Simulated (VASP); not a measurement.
## VASP 6.6.1, r²SCAN single-point calculation, SnTe (strained zincblende)

INCAR

```
ENCUT = 520
LCHARG = .TRUE.
PREC = Accurate
ALGO = Normal
LREAL = .FALSE.
LASPH = .TRUE.
METAGGA = R2SCAN
NSW = 0
SIGMA = 0.02
NBANDS = 17
LELF = .TRUE.
NELM = 120
LWAVE = .FALSE.
ISIF = 2
IBRION = -1
EDIFF = 1E-7
ISMEAR = -1
```

KPOINTS

```
KPOINTS created by Atomic Simulation Environment
0
Gamma
6 6 6
0 0 0
```

KPOINTS_OPT

```
special points
7
Reciprocal
0.0000000000 0.0000000000 0.0000000000 1
-0.5000000000 -0.5000000000 0.0000000000 1
-0.3750000000 -0.3750000000 0.2500000000 1
-0.3750000000 0.0000000000 0.3750000000 1
0.0000000000 0.0000000000 0.5000000000 1
-0.5000000000 -0.2500000000 0.2500000000 1
0.2500000000 -0.2500000000 -0.5000000000 1
```

POSCAR

```
Sn Te
 1.0000000000000000
     0.0000000000000000    3.5839840091999999    3.4764644889000000
     3.5839840091999999    0.0000000000000000    3.4764644889000000
     3.5839840091999999    3.5839840091999999    0.0000000000000000
 Sn  Te
   1   1
Cartesian
  0.0000000000000000  0.0000000000000000  0.0000000000000000
  1.7919920046000000  1.7919920046000000  1.7382322444500000
```

VASP ran with the recommended PBE PAW datasets (20 valence electrons in the cell).

Command

```
mpirun -np 1 vasp_std
```

From OUTCAR

```
k-points           NKPTS =     30   k-points in BZ     NKDIM =     30   number of bands    NBANDS=     17

   NELECT =      20.0000    total number of electrons

   dimension x,y,z NGX =    40 NGY =   40 NGZ =   40
   dimension x,y,z NGXF=    80 NGYF=   80 NGZF=   80

  energy-cutoff  :      520.00
  volume of cell :       89.31
      direct lattice vectors                 reciprocal lattice vectors
     0.000000000  3.583984009  3.476464489    -0.139509551  0.139509551  0.143824279
     3.583984009  0.000000000  3.476464489     0.139509551 -0.139509551  0.143824279
     3.583984009  3.583984009  0.000000000     0.139509551  0.139509551 -0.143824279

 k-points in reciprocal lattice and weights: KPOINTS created by Atomic Simulation Env
   0.00000000  0.00000000  0.00000000       0.005
   0.16666667  0.00000000  0.00000000       0.037
   0.33333333  0.00000000  0.00000000       0.037
   0.50000000 -0.00000000  0.00000000       0.019
   0.16666667  0.16666667  0.00000000       0.009
   0.33333333  0.16666667  0.00000000       0.037
   0.50000000  0.16666667  0.00000000       0.037
  -0.33333333  0.16666667  0.00000000       0.037
   ...

 E-fermi :   3.5612

 k-point     1 :       0.0000    0.0000    0.0000
  band No.  band energies     occupation
      1     -18.9910      2.00000
      2     -18.9910      2.00000
      3     -18.9899      2.00000
      4     -18.9742      2.00000
      5     -18.9730      2.00000
      6      -8.7924      2.00000
      7      -1.4986      2.00000
      8       1.2590      2.00000
      9       1.2590      2.00000
     10       1.3820      2.00000
     11       4.5315      0.00000
     12       4.6310      0.00000
     13       4.6310      0.00000
     14       7.8498      0.00000
     15      10.1648      0.00000
     16      10.5096      0.00000
     17      11.3681      0.00000

 k-point     2 :       0.1667    0.0000    0.0000
  band No.  band energies     occupation
      1     -18.9913      2.00000
      2     -18.9905      2.00000
      3     -18.9896      2.00000
      4     -18.9743      2.00000
      5     -18.9729      2.00000
      6      -8.6554      2.00000
      7      -2.2308      2.00000
      8       1.0729      2.00000
      9       1.1665      2.00000
     10       1.5410      2.00000
     11       4.8035      0.00000
     12       4.9248      0.00000
     13       4.9761      0.00000
     14       8.6796      0.00000
     15       9.6582      0.00000
     16       9.8656      0.00000
     17      10.9568      0.00000

 k-point     3 :       0.3333    0.0000    0.0000
  band No.  band energies     occupation
      1     -18.9922      2.00000
      2     -18.9895      2.00000
      3     -18.9887      2.00000
      4     -18.9742      2.00000
      5     -18.9727      2.00000
      6      -8.3328      2.00000
      7      -3.3613      2.00000
      8       0.7713      2.00000
      9       0.8931      2.00000
     10       1.4993      2.00000
     11       5.3259      0.00000
     12       5.3365      0.00000
     13       6.2539      0.00000
     14       9.2276      0.00000
     15       9.9179      0.00000
     16       9.9684      0.00000
     17      11.2930      0.00000

 k-point     4 :       0.5000   -0.0000    0.0000
  band No.  band energies     occupation
      1     -18.9927      2.00000
      2     -18.9890      2.00000
      3     -18.9883      2.00000
      4     -18.9742      2.00000
      5     -18.9726      2.00000
      6      -8.1355      2.00000
      7      -3.8744      2.00000
      8       0.6439      2.00000
      9       0.7768      2.00000
     10       1.4038      2.00000
     11       5.4532      0.00000
     12       5.4881      0.00000
     13       7.3818      0.00000
     14       9.4448      0.00000
     15      10.2123      0.00000
     16      10.8657      0.00000
     17      10.9318      0.00000

 k-point     5 :       0.1667    0.1667    0.0000
  band No.  band energies     occupation
      1     -18.9913      2.00000
      2     -18.9899      2.00000
      3     -18.9899      2.00000
      4     -18.9745      2.00000
      5     -18.9726      2.00000
      6      -8.6037      2.00000
      7      -2.3719      2.00000
      8       0.8013      2.00000
      9       0.8013      2.00000
     10       2.1605      2.00000
     11       4.0759      0.00000
     12       5.4094      0.00000
     13       5.4094      0.00000
     14       8.8992      0.00000
     15       9.1088      0.00000
     16      10.4684      0.00000
     17      12.0311      0.00000

 k-point     6 :       0.3333    0.1667    0.0000
  band No.  band energies     occupation
      1     -18.9925      2.00000
      2     -18.9889      2.00000
      3     -18.9889      2.00000
      4     -18.9747      2.00000
      5     -18.9724      2.00000
      6      -8.3321      2.00000
      7      -3.2500      2.00000
      8       0.3747      2.00000
      9       0.4965      2.00000
     10       2.4674      2.00000
     11       4.3089      0.00000
     12       5.9678      0.00000
     13       6.1535      0.00000
     14       8.8305      0.00000
     15      10.0685      0.00000
     16      10.7028      0.00000
     17      11.8847      0.00000

 k-point     7 :       0.5000    0.1667    0.0000
  band No.  band energies     occupation
      1     -18.9931      2.00000
      2     -18.9884      2.00000
      3     -18.9882      2.00000
      4     -18.9746      2.00000
      5     -18.9724      2.00000
      6      -8.0703      2.00000
      7      -3.9156      2.00000
      8      -0.0062      2.00000
      9       0.4239      2.00000
     10       2.4417      2.00000
     11       5.1240      0.00000
     12       6.0172      0.00000
     13       6.7570      0.00000
     14       9.4443      0.00000
     15      10.2280      0.00000
     16      10.9972      0.00000
     17      11.2464      0.00000

 k-point     8 :      -0.3333    0.1667    0.0000
  band No.  band energies     occupation
      1     -18.9929      2.00000
      2     -18.9888      2.00000
      3     -18.9881      2.00000
      4     -18.9742      2.00000
      5     -18.9727      2.00000
      6      -8.1465      2.00000
      7      -3.7618      2.00000
      8      -0.0257      2.00000
      9       0.6259      2.00000
     10       2.3841      2.00000
     11       5.4863      0.00000
     12       5.6836      0.00000
     13       6.4716      0.00000
     14       9.4140      0.00000
     15       9.5549      0.00000
     16      10.5362      0.00000
     17      11.6487      0.00000

 k-point     9 :      -0.1667    0.1667    0.0000
  band No.  band energies     occupation
      1     -18.9922      2.00000
      2     -18.9899      2.00000
      3     -18.9886      2.00000
      4     -18.9741      2.00000
      5     -18.9730      2.00000
      6      -8.4544      2.00000
      7      -2.9611      2.00000
      8       0.4359      2.00000
      9       0.9604      2.00000
     10       2.1282      2.00000
     11       5.0680      0.00000
     12       5.1349      0.00000
     13       5.6965      0.00000
     14       9.0853      0.00000
     15       9.5764      0.00000
     16       9.7701      0.00000
     17      12.2336      0.00000

 k-point    10 :       0.3333    0.3333    0.0000
  band No.  band energies     occupation
      1     -18.9941      2.00000
      2     -18.9878      2.00000
      3     -18.9878      2.00000
      4     -18.9752      2.00000
      5     -18.9720      2.00000
      6      -8.1431      2.00000
      7      -3.6465      2.00000
      8       0.1603      2.00000
      9       0.1603      2.00000
     10       2.7063      2.00000
     11       3.7494      0.00016
     12       6.9323      0.00000
     13       6.9323      0.00000
     14       8.3926      0.00000
     15      11.0481      0.00000
     16      11.3598      0.00000
     17      13.5997      0.00000

 k-point    11 :       0.5000    0.3333    0.0000
  band No.  band energies     occupation
      1     -18.9946      2.00000
      2     -18.9873      2.00000
      3     -18.9872      2.00000
      4     -18.9752      2.00000
      5     -18.9719      2.00000
      6      -7.9243      2.00000
      7      -4.1027      2.00000
      8      -0.2485      2.00000
      9       0.0625      2.00000
     10       2.9117      2.00000
     11       4.1390      0.00000
     12       7.0299      0.00000
     13       7.2230      0.00000
     14       9.1934      0.00000
     15      10.6033      0.00000
     16      11.3646      0.00000
     17      12.7763      0.00000

 ...

  Total        0.4912667      0.4912667      0.4239492      0.0000000      0.0000000      0.0000000
  in kB        8.8130851      8.8130851      7.6054432      0.0000000      0.0000000      0.0000000
  external PRESSURE =       8.4105378 kB  Pullay stress =       0.0000000 kB

 POSITION                                       TOTAL-FORCE (eV/Angst)
 -----------------------------------------------------------------------------------
      0.00000      0.00000      0.00000         0.000000      0.000000      0.000000
      1.79199      1.79199      1.73823        -0.000000     -0.000000     -0.000000
 -----------------------------------------------------------------------------------
    total drift:                                0.000003      0.000003      0.000000

  FREE ENERGIE OF THE ION-ELECTRON SYSTEM (eV)
  ---------------------------------------------------
  free  energy   TOTEN  =       -50.0598487223 eV

  energy  without entropy=      -50.0595372594  energy(sigma->0) =      -50.05969299
```

The gap between bands v and c is -0.17 eV (bands overlap: a metal) and the least direct gap is 0.81 eV. The pressure is 0.8 GPa.

Band v is the last that the valence electrons fill when counted band by band, and c is the next.

The run took about 2.4 min on one core of a shared host (Intel Xeon Platinum 8488C) and held 0.28 GiB at most.
